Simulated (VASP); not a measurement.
# TiSe2 (P-3m1) in VASP: further runs

Runs on TiSe2. Level: PBE+D3(BJ). Tasks: relaxation of cell and atoms.

The COD entry that gives the cell may itself be a prediction, so a difference from it is no test against experiment.

Program: VASP 6.6.1. These are calculated values, not measurements. Logs are shortened: lines on timing, memory, paths and dates and some standing lists are left out, and cuts for length are marked.

### Step 1. The structure

Symmetry: P-3m1, No. 164, trigonal system. Conventional cell: a = 3.536 Å, b = 3.536 Å, c = 6.004 Å, α = 90.00°, β = 90.00°, γ = 120.00°. Ti (site symmetry -3m) is surrounded by 6 Se at 2.55 Å. Se (site symmetry 3m) is surrounded by 3 Ti at 2.55 Å.

### Step 2. Relaxation of cell and atoms, PBE+D3(BJ)

Contents of INCAR:

```
SYSTEM = TiSe2
ALGO = Normal ; EDIFF = 1E-7
EDIFFG = -0.002 ; ENCUT = 520
GGA = PE ; IBRION = 2
ISIF = 3 ; ISMEAR = 0
IVDW = 12 ; LASPH = .TRUE.
LCHARG = .FALSE. ; LREAL = .FALSE.
LWAVE = .FALSE. ; NELM = 100
NSW = 80 ; PREC = Accurate
SIGMA = 0.02
```

Contents of KPOINTS:

```
k-points
0
G
  3 3 2
  0 0 0
```

Contents of POSCAR:

```
TiSe2
1.0
    3.5360000000      0.0000000000      0.0000000000
   -1.7680000000      3.0622658300      0.0000000000
    0.0000000000      0.0000000000      6.0040000000
Ti Se
1 2
Direct
    0.0000000000      0.0000000000      0.0000000000
    0.3333333300      0.6666666700      0.2552000000
    0.6666666700      0.3333333300      0.7448000000
```

Potentials or basis: VASP PAW PBE potentials, release 64 (Ti_sv, Se).

Run with:

```console
> cat potpaw_PBE.64/Ti_sv/POTCAR potpaw_PBE.64/Se/POTCAR > POTCAR
> mpirun -np 1 vasp_std > vasp.out
```

OUTCAR:

```text
SYSTEM = TiSe2
   EDIFF = 1E-7
   EDIFFG = -0.002
   ENCUT = 520
   GGA = PE
   IBRION = 2
   ISIF = 3
   ISMEAR = 0
   IVDW = 12
   LASPH = .TRUE.
   LREAL = .FALSE.
   NELM = 100
   NSW = 80
   PREC = Accurate
 IVDW          = 12

 ion  position               nearest neighbor table
   1  0.000  0.000  0.000-   2 2.55   3 2.55   3 2.55   2 2.55   3 2.55   2 2.55
   2  0.333  0.667  0.255-   1 2.55   1 2.55   1 2.55
   3  0.667  0.333  0.745-   1 2.55   1 2.55   1 2.55

  LATTYP: Found a hexagonal cell.
 ALAT       =     3.5360000000
 C/A-ratio  =     1.6979638009

  Lattice vectors:

 A1 = (   3.5360000000,   0.0000000000,   0.0000000000)
 A2 = (  -1.7680000000,   3.0622658300,   0.0000000000)
 A3 = (   0.0000000000,   0.0000000000,   6.0040000000)

Analysis of symmetry for initial positions (statically):
=====================================================================
 Subroutine PRICEL returns:
 Original cell was already a primitive cell.

 Routine SETGRP: Setting up the symmetry group for a
 hexagonal supercell.

 Subroutine GETGRP returns: Found 12 space group operations
 (whereof 12 operations were pure point group operations)
 out of a pool of 24 trial point group operations.

The static configuration has the point symmetry D_3d.

Analysis of symmetry for dynamics (positions and initial velocities):
=====================================================================
 Subroutine PRICEL returns:
 Original cell was already a primitive cell.

 Routine SETGRP: Setting up the symmetry group for a
 hexagonal supercell.

 Subroutine GETGRP returns: Found 12 space group operations
 (whereof 12 operations were pure point group operations)
 out of a pool of 24 trial point group operations.

The dynamic configuration has the point symmetry D_3d.

 Subroutine INISYM returns: Found 12 space group operations
 (whereof 12 operations are pure point group operations),
 and found     1 'primitive' translations

----------------------------------------------------------------------------------------

                                     Primitive cell

  volume of cell :      65.0123

  direct lattice vectors                    reciprocal lattice vectors
     3.536000000  0.000000000  0.000000000     0.282805430  0.163277791  0.000000000
    -1.768000000  3.062265830  0.000000000     0.000000000  0.326555582  0.000000000
     0.000000000  0.000000000  6.004000000     0.000000000  0.000000000  0.166555630

  length of vectors
     3.536000000  3.536000002  6.004000000     0.326555582  0.326555582  0.166555630

  position of ions in fractional coordinates (direct lattice)
     0.000000000  0.000000000  0.000000000
     0.333333330  0.666666670  0.255200000
     0.666666670  0.333333330  0.744800000

  ion indices of the primitive-cell ions
   primitive index   ion index
                 1           1
                 2           2
                 3           3

----------------------------------------------------------------------------------------

 KPOINTS: k-points

Automatic generation of k-mesh.
 Grid dimensions read from file:
 generate k-points for:    3    3    2

 Generating k-lattice:

  Cartesian coordinates                     Fractional coordinates (reciprocal lattice)
     0.094268477  0.054425930  0.000000000     0.333333333  0.000000000  0.000000000
     0.000000000  0.108851861  0.000000000     0.000000000  0.333333333  0.000000000
     0.000000000  0.000000000  0.083277815     0.000000000  0.000000000  0.500000000

  Length of vectors
     0.108851861  0.108851861  0.083277815

  Shift w.r.t. Gamma in fractional coordinates (k-lattice)
     0.000000000  0.000000000  0.000000000

 Subroutine IBZKPT returns following result:
 ===========================================

 Found      6 irreducible k-points:

 Following reciprocal coordinates:
            Coordinates               Weight
  0.000000  0.000000  0.000000      1.000000
  0.333333  0.000000  0.000000      6.000000
  0.333333  0.333333  0.000000      2.000000
  0.000000  0.000000  0.500000      1.000000
  0.333333  0.000000  0.500000      6.000000
  0.333333  0.333333  0.500000      2.000000
   k-points           NKPTS =      6   k-points in BZ     NKDIM =      6   number of bands    NBANDS=     16
   number of dos      NEDOS =    301   number of ions     NIONS =      3
   total plane-waves  NPLWV =  37632
   dimension x,y,z NGX =    28 NGY =   28 NGZ =   48
   dimension x,y,z NGXF=    56 NGYF=   56 NGZF=   96
   ions per type =               1   2
   NGX,Y,Z   is equivalent  to a cutoff of  13.16, 13.16, 13.29 a.u.
   NGXF,Y,Z  is equivalent  to a cutoff of  26.33, 26.33, 26.58 a.u.
 SYSTEM =  TiSe2
   PREC   = accura    normal or accurate (medium, high low for compatibility)
   ISTART =      0    job   : 0-new  1-cont  2-samecut
   ICHARG =      2    charge: 1-file 2-atom 10-const
   ISPIN  =      1    spin polarized calculation?
   LNONCOLLINEAR =      F non collinear calculations
   LSORBIT =      F    spin-orbit coupling
   LASPH  =      T    aspherical Exc in radial PAW
   ENCUT  =  520.0 eV  38.22 Ry    6.18 a.u.   6.57  6.57 11.16*2*pi/ulx,y,z
   NELM   =    100;   NELMIN=  2; NELMDL= -5     # of ELM steps
   EDIFF  = 0.1E-06   stopping-criterion for ELM
   LREAL  =      F    real-space projection
   EDIFFG = -.2E-02   stopping-criterion for IOM
   NSW    =     80    number of steps for IOM
   IBRION =      2    ionic relax: 0-MD 1-quasi-New 2-CG
   NFREE  =      1    steps in history (QN), initial steepest desc. (CG)
   ISIF   =      3    stress and relaxation
   ISYM   =      2    0-nonsym 1-usesym 2-fastsym
   POTIM  = 0.5000    time-step for ionic-motion
   TEBEG  =    0.0;   TEEND  =   0.0 temperature during run
   PSTRESS=    0.0 pullay stress
   NELECT =      24.0000    total number of electrons
   NUPDOWN=      -1.0000    fix difference up-down
   EMIN   =  10.00;   EMAX   =-10.00  energy-range for DOS
   EFERMI =   0.00;   METHOD = LEGACY
   ISMEAR =     0;   SIGMA  =   0.02  broadening in eV -4-tet -1-fermi 0-gaus
   EFERMI_NEDOS =   21; number of points for ismear=-14 and -15
   IALGO  =     38    algorithm
   IMIX   =      4    mixing-type and parameters
     AMIX     =   0.40;   BMIX     =  1.00
     AMIX_MAG =   1.60;   BMIX_MAG =  1.00
  volume/ion in A,a.u.               =      21.67       146.24
  Fermi-wavevector in a.u.,A,eV,Ry     =   1.174393  2.219280 18.765127  1.379198
  Thomas-Fermi vector in A             =   2.310790
   LORBIT       =      0    0 simple, 1 ext, 2 COOP (PROOUT), +10 PAW based schemes
   GGA     = PE    functional components
   LHFCALC =     F    Hartree Fock is set to
   AEXX    =    0.0000 exact exchange contribution
   IVDW    =    12    specifies the selected vdW correction
   LEPSILON=     F    determine dielectric tensor
   LRPA    =     F    only Hartree local field effects (RPA)
 conjugate gradient relaxation of ions
 non-spin polarized calculation
 Gauss-broadening in eV      SIGMA  =   0.02
  energy-cutoff  :      520.00
  volume of cell :       65.01
 maximum number of plane-waves:      1774
 NGX is ok and might be reduce to    28
   NGX = 13   NGY = 13   NGZ = 23

--------------------------------------- Ionic step        1  -------------------------------------------

 number of electron      24.0000001 magnetization

 Free energy of the ion-electron system (eV)
  ---------------------------------------------------
  ext. energy  EPLUGINS =         0.00000000
  ---------------------------------------------------
  free energy    TOTEN  =       -17.82839327 eV

  energy without entropy =      -17.82365678  energy(sigma->0) =      -17.82602502

 E-fermi :   5.0086     XC(G=0):  -9.9954

 val. band max:        5.0040844203   @ k =   0.3333   0.0000   0.5000
 cond. band min:       5.0212934406   @ k =   0.0000   0.0000   0.5000
 fundamental gap:      0.0172090203
 Fermi energy:         5.0086240806

 k-point     1 :       0.0000    0.0000    0.0000
  band No.  band energies     occupation
      1     -52.6290      2.00000
      2     -28.9198      2.00000
      3     -28.8282      2.00000
      4     -28.8282      2.00000
      5      -9.1715      2.00000
      6      -7.7527      2.00000
[... 8 lines left out ...]
     15       5.5213      0.00000
     16       8.1804      0.00000
[... 209 lines left out ...]
  FREE ENERGIE OF THE ION-ELECTRON SYSTEM (eV)
  ---------------------------------------------------
  free  energy   TOTEN  =       -19.1303738698 eV

  energy  without entropy=      -19.1269449114  energy(sigma->0) =      -19.12865939

[... ionic steps 4 to 13 ...]

--------------------------------------- Ionic step       14  -------------------------------------------

 number of electron      24.0000005 magnetization

------------------------ aborting loop because EDIFF is reached ----------------------------------------

 Edisp (eV)   -1.29532

 E8    (eV) :    -0.5617
[... 71 lines left out ...]
  energy  without entropy=      -19.1322497954  energy(sigma->0) =      -19.13396938

--------------------------------------- Ionic step       16  -------------------------------------------

 number of electron      24.0000005 magnetization

 Free energy of the ion-electron system (eV)
  ---------------------------------------------------
  ext. energy  EPLUGINS =         0.00000000
  ---------------------------------------------------
  free energy    TOTEN  =       -17.84026577 eV

  energy without entropy =      -17.83682634  energy(sigma->0) =      -17.83854605

 E-fermi :   5.0986     XC(G=0): -10.0556

 val. band max:        5.0925356394   @ k =   0.3333   0.0000   0.5000
 cond. band min:       5.1472417767   @ k =   0.3333   0.0000   0.0000
 fundamental gap:      0.0547061373
 Fermi energy:         5.0986156648

 k-point     1 :       0.0000    0.0000    0.0000
  band No.  band energies     occupation
      1     -52.3920      2.00000
      2     -28.7008      2.00000
      3     -28.5840      2.00000
      4     -28.5840      2.00000
      5      -9.1207      2.00000
      6      -7.8082      2.00000
[... 8 lines left out ...]
     15       5.6015      0.00000
     16       8.4187      0.00000
[... 127 lines left out ...]
  FREE ENERGIE OF THE ION-ELECTRON SYSTEM (eV)
  ---------------------------------------------------
  free  energy   TOTEN  =       -19.1356898666 eV

  energy  without entropy=      -19.1322504394  energy(sigma->0) =      -19.13397015

 reached required accuracy - stopping structural energy minimisation
```

It took 1.9 min on 1 thread of Intel Xeon Platinum 8259CL at 2.50GHz (Skylake/Cascade Lake), shared host; peak memory 0.2 GiB.

Results:

```yaml
Free_energy: -19.1357 eV
Relaxed_volume: 21.36 Å³/atom
Relaxed_cell: a = 3.465 Å, b = 3.465 Å, c = 6.163 Å, α = 90.00°, β = 90.00°, γ = 120.00°
Space_group_after_relaxing_to_0.05_Å: P-3m1 (No. 164)
Energy_gained_by_relaxing: 9.9 meV/atom
Ionic_steps: 16
Pressure_after_relaxing: 0.0 GPa
Band_gap_on_the_k_mesh: none (metal or under the smearing width)
Dispersion_energy_per_atom: -0.432 eV
```

Step by step:
```csv
step,energy change (eV),largest force (eV/Å),pressure (GPa),volume (Å³)
1,0.0000,0.1084,-1.04,65.01
2,-0.0222,0.1461,0.30,63.68
3,-0.0245,0.1550,0.77,63.29
4,-0.0227,0.1722,1.75,62.51
5,-0.0249,0.1602,1.05,63.06
6,-0.0262,0.1919,-0.40,63.72
7,-0.0290,0.0344,0.24,63.42
8,-0.0293,0.0387,0.00,63.68
9,-0.0293,0.0397,-0.06,63.75
10,-0.0295,0.0144,0.01,63.80
11,-0.0296,0.0176,0.11,63.86
12,-0.0298,0.0081,0.03,63.99
13,-0.0298,0.0029,-0.07,64.12
14,-0.0298,0.0032,-0.01,64.09
15,-0.0298,0.0034,-0.01,64.09
16,-0.0298,0.0020,-0.01,64.08
```

Final structure:
```
Ti Se
1.0
     3.46509    0.00000    0.00000
    -1.73255    3.00086    0.00000
     0.00000    0.00000    6.16306
Ti Se
1 2
Direct
  0.00000 0.00000 0.00000
  0.33333 0.66667 0.25531
  0.66667 0.33333 0.74469
```

Levels at points of the mesh, in eV from the Fermi level:
| k point | band 9 | band 10 | band 11 | band 12 | band 13 | band 14 | band 15 | band 16 |
| --- | --- | --- | --- | --- | --- | --- | --- | --- |
| (0.00, 0.00, 0.00) | -2.21 | -0.25 | 0.43 | 0.48 | 0.48 | 0.50 | 0.50 | 3.32 |
| (0.00, 0.00, 0.50) | -2.16 | -2.16 | 0.29 | 0.29 | 0.49 | 0.49 | 1.08 | 3.59 |

Caveat: the k mesh is coarse (spacing up to 0.68 Å⁻¹), so the values aren't converged.

### Step 3. Relaxation of cell and atoms, PBE+D3(BJ)

This run uses another cell than the first one, of 21.36 Å³/atom, 0.986 times its volume.

INCAR is that of step 2.

KPOINTS is that of step 2.

Contents of POSCAR:

```
TiSe2                                   
1.0
    3.4650907517      0.0000000000     -0.0000000000
   -1.7325453759      3.0008566195      0.0000000000
    0.0000000000     -0.0000000000      6.1630616654
  Ti              Se            
     1     2
Direct
     0.0000000000000000    0.0000000000000000    0.0000000000000000
     0.3333333300000021    0.6666666699999979    0.2553078325106740
     0.6666666699999979    0.3333333300000021    0.7446921674893260
```

Potentials or basis: VASP PAW PBE potentials, release 64 (Ti_sv, Se).

Run with:

```console
> cat potpaw_PBE.64/Ti_sv/POTCAR potpaw_PBE.64/Se/POTCAR > POTCAR
> mpirun -np 1 vasp_std > vasp.out
```

OUTCAR:

```text
SYSTEM = TiSe2
   EDIFF = 1E-7
   EDIFFG = -0.002
   ENCUT = 520
   GGA = PE
   IBRION = 2
   ISIF = 3
   ISMEAR = 0
   IVDW = 12
   LASPH = .TRUE.
   LREAL = .FALSE.
   NELM = 100
   NSW = 80
   PREC = Accurate
 IVDW          = 12

 ion  position               nearest neighbor table
   1  0.000  0.000  0.000-   2 2.55   3 2.55   3 2.55   2 2.55   3 2.55   2 2.55
   2  0.333  0.667  0.255-   1 2.55   1 2.55   1 2.55
   3  0.667  0.333  0.745-   1 2.55   1 2.55   1 2.55

  LATTYP: Found a hexagonal cell.
[... 346 lines left out ...]
 E8    (eV) :    -0.5618

  FORCE on cell =-STRESS in cart. coord.  units (eV):
  Direction    XX          YY          ZZ          XY          YZ          ZX
  --------------------------------------------------------------------------------------
  -------------------------------------------------------------------------------------
  Total      -0.00070    -0.00070    -0.00064     0.00000     0.00000    -0.00000
  in kB      -0.01744    -0.01744    -0.01611     0.00000     0.00000    -0.00000
  external pressure =       -0.02 kB  Pullay stress =        0.00 kB

 VOLUME and BASIS-vectors are now :
 -----------------------------------------------------------------------------
  energy-cutoff  :      520.00
  volume of cell :       64.08
      direct lattice vectors                 reciprocal lattice vectors
     3.464894991  0.000000000 -0.000000000     0.288609035  0.166628504 -0.000000000
    -1.732447496  3.000687086  0.000000000    -0.000000000  0.333257008 -0.000000000
    -0.000000000  0.000000000  6.162999127     0.000000000 -0.000000000  0.162258663

 POSITION                                       TOTAL-FORCE (eV/Angst)
 -----------------------------------------------------------------------------------
      3.46489      0.00000     -0.00000         0.000000      0.000000      0.000000
     -0.00000      2.00046      1.57356        -0.000000      0.000000      0.001693
      1.73245      1.00023      4.58944         0.000000     -0.000000     -0.001693
 -----------------------------------------------------------------------------------
    total drift:                               -0.000000     -0.000000     -0.000000

  FREE ENERGIE OF THE ION-ELECTRON SYSTEM (eV)
  ---------------------------------------------------
  free  energy   TOTEN  =       -19.1355958699 eV

  energy  without entropy=      -19.1321562812  energy(sigma->0) =      -19.13387608

 reached required accuracy - stopping structural energy minimisation
```

OSZICAR:

```text
N       E                     dE             d eps       ncg     rms          rms(c)
DAV:   1     0.192338554179E+03    0.19234E+03   -0.11959E+04   192   0.148E+03
DAV:   2    -0.221248547414E+00   -0.19256E+03   -0.19122E+03   216   0.351E+02
DAV:   3    -0.201414282892E+02   -0.19920E+02   -0.19649E+02   296   0.103E+02
[... 17 lines left out ...]
DAV:   2    -0.178400110068E+02    0.21528E-05   -0.39175E-05   232   0.593E-02    0.694E-03
DAV:   3    -0.178400096483E+02    0.13585E-05   -0.13693E-05   248   0.255E-02    0.333E-03
DAV:   4    -0.178400095068E+02    0.14149E-06   -0.16479E-06   248   0.115E-02    0.131E-03
DAV:   5    -0.178400096228E+02   -0.11597E-06   -0.89586E-08   112   0.271E-03    0.529E-04
DAV:   6    -0.178400096850E+02   -0.62149E-07   -0.71079E-08   112   0.151E-03
   2 F= -.19135596E+02 E0= -.19133876E+02  d E =-.537789E-06
```

CONTCAR:

```text
TiSe2
   1.00000000000000
     3.4648949912667546    0.0000000000000032   -0.0000000000000000
    -1.7324474956833715    3.0006870859913941    0.0000000000000000
    -0.0000000000000000    0.0000000000000000    6.1629991267812283
  Ti              Se
     1     2
Direct
     1.0000000000000000    0.0000000000000000    0.0000000000000000
     0.3333333300000021    0.6666666699999979    0.2553235510565694
     0.6666666699999979    0.3333333300000021    0.7446764489434305

  0.00000000E+00  0.00000000E+00  0.00000000E+00
  0.00000000E+00  0.00000000E+00  0.00000000E+00
  0.00000000E+00  0.00000000E+00  0.00000000E+00
```

Run time: 18 s. Hardware: 1 thread of Intel Xeon Platinum 8259CL at 2.50GHz (Skylake/Cascade Lake), shared host; peak memory 0.19 GiB.

Results:

* Free energy: -19.1356 eV
* Relaxed volume: 21.36 Å³/atom
* Relaxed cell: a = 3.465 Å, b = 3.465 Å, c = 6.163 Å, α = 90.00°, β = 90.00°, γ = 120.00°
* Space group after relaxing (to 0.05 Å): P-3m1 (No. 164)
* Energy gained by relaxing: 0.0 meV/atom
* Ionic steps: 2
* Pressure after relaxing: 0.0 GPa
* Band gap on the k mesh: none (metal or under the smearing width)
* Dispersion energy per atom: -0.432 eV

Final structure:
```xyz
3
Lattice="3.4649 0.0000 0.0000 -1.7324 3.0007 0.0000 0.0000 0.0000 6.1630" Properties=species:S:1:pos:R:3 pbc="T T T"
Ti    3.4649    0.0000    0.0000
Se    0.0000    2.0005    1.5736
Se    1.7324    1.0002    4.5894
```

Levels at points of the mesh, in eV from the Fermi level:
| k point | band 9 | band 10 | band 11 | band 12 | band 13 | band 14 | band 15 | band 16 |
| --- | --- | --- | --- | --- | --- | --- | --- | --- |
| (0.00, 0.00, 0.00) | -2.21 | -0.25 | 0.43 | 0.48 | 0.48 | 0.50 | 0.50 | 3.32 |
| (0.00, 0.00, 0.50) | -2.16 | -2.16 | 0.29 | 0.29 | 0.49 | 0.49 | 1.08 | 3.60 |

Caveat: the k mesh is coarse (spacing up to 0.70 Å⁻¹), so the values aren't converged.
